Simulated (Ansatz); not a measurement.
Input and command of a plane-wave DFT calculation in Ansatz:

```yaml
crystal:
  lattice:
    - [0.0, 2.13515, 2.13515]
    - [2.13515, 0.0, 2.13515]
    - [2.13515, 2.13515, 0.0]
  atoms:
    - { symbol: Mg, position: [0.0, 0.0, 0.0] }
    - { symbol: O, position: [0.5234175585, 0.5234175585, 0.4765824415] }
basis:
  ecutwfc: 350.0
kpoints:
  mp_grid: { grid: [6, 6, 6] }
hamiltonian:
  xc: pbe
scf:
  occupations: { method: gaussian, width: 0.05 }
output:
  forces: true
  stress: true
  eigenvalues: true
```

```bash
ansatz run input.yaml --threads 1 --pin off --max-ram 2560MiB --backend cpu --events-out ev --progress --plain --runs-dir out
```

Processor: Intel(R) Xeon(R) Processor @ 2.50GHz (Skylake/Cascade Lake), 1 thread, on a host shared with other jobs.

Question: Estimate time, memory and problem size.

Answer: About 1.4 s on 1 thread of Intel(R) Xeon(R) Processor @ 2.50GHz (Skylake/Cascade Lake), with other jobs on the host, peak memory 0.28 GiB. It solves 12 bands at 30 k points (the mesh reduced by the symmetry that the task leaves, which can be less than the crystal's) with about 283 plane waves, in 6 SCF iterations.
